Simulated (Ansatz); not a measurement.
A 2-atom cell of KF started from a crystallographic database, relaxed with r2SCAN in the plane-wave code Ansatz: the symmetry is Fm-3m (No. 225, cubic); a = 5.318 Å in the conventional setting, 18.80 Å³ an atom. K has 6 F at 2.66 Å; F has 6 K at 2.66 Å. The cell was then strained (x, y and z are the cube axes), with the atoms relaxed again; stress is positive in compression. No spin polarisation and no zero-point or thermal motion.

- Uniaxial +0.71 % along x, other directions held: r2SCAN's stress changes by -0.52 GPa along the strain and -0.10 GPa across it.
- Isotropic +0.9 % on every length: the pressure changes by -0.89 GPa, and the HSE06 gap (Γ) goes from 8.263 to 8.110 eV.

**Question.** Estimate C₁₁, C₁₂ and the bulk modulus from the uniaxial step.

**Answer.** With compression positive, C₁₁ ≈ −Δσ∥/ε = (+0.52)/(+0.0071) = 73 GPa and C₁₂ ≈ (+0.10)/(+0.0071) = 14 GPa; B = (C₁₁ + 2C₁₂)/3 = 34 GPa. A one-sided step carries third-order terms: it reads low by some per cent.

**Question.** What bulk modulus does the isotropic step give?

**Answer.** Δ ln V = 3 ln(1.0090) = +0.0269, so B ≈ −ΔP/Δ ln V = 33 GPa, against 34 GPa from C₁₁ and C₁₂; one-sided steps of finite size carry third-order terms.

**Question.** Give the volume deformation potential of that gap and its pressure coefficient.

**Answer.** a_V = ΔE_g/Δ ln V = (-0.153)/(+0.0269) = -5.69 eV; dE_g/dP = −a_V/B = +172 meV/GPa, with HSE06's gap and r2SCAN's modulus.

The meshes of the hybrids are coarse, so their gaps aren't converged to the digits shown.
